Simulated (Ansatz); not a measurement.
Structures of NbP: which is lowest?

Plane-wave DFT in Ansatz with scalar-relativistic PAW potentials, cutoff 420 eV, Γ-centred meshes chosen by cell and gap, Gaussian smearing with energies taken to zero width. Every cell was relaxed (cell and atoms) in a run of its own, within the symmetry of its start. Functional: PBE.

Relaxed structures (starts from databases or built by putting these elements on another compound's sites):
A. I4_1md, 4 atoms in the computed cell, a = 3.347 Å, c = 11.428 Å; sites (symmetry × multiplicity) Nb 2mm. × 4, P 2mm. × 4; start: database
B. I4_1/amd, 4 atoms in the computed cell, a = 3.510 Å, c = 10.427 Å; sites (symmetry × multiplicity) Nb -4m2 × 4, P -4m2 × 4; start: database
C. P-6m2, 2 atoms in the computed cell, a = 3.331 Å, c = 3.340 Å; sites (symmetry × multiplicity) Nb -6m2 × 1, P -6m2 × 1; start: built

Problem. Rank them by energy. Could pressure change the order?

Solution.
```csv
structure,group,E − E(lowest) (meV/atom),V (Å³/atom),gap on mesh (eV)
A,I4_1md,0.0,16.00,0.00
C,P-6m2,11.5,16.05,0.00
B,I4_1/amd,597,16.05,0.00
```

A is lowest, 11 meV/atom under C. The two lowest differ in volume by under 3 %, too little for a first-order estimate of what pressure does to that pair (other pairs aren't weighed here); with rigid cells even 3 % in favour of the higher one would need about 4 GPa. Other structures may lie lower than all of these, and vibrations aren't counted.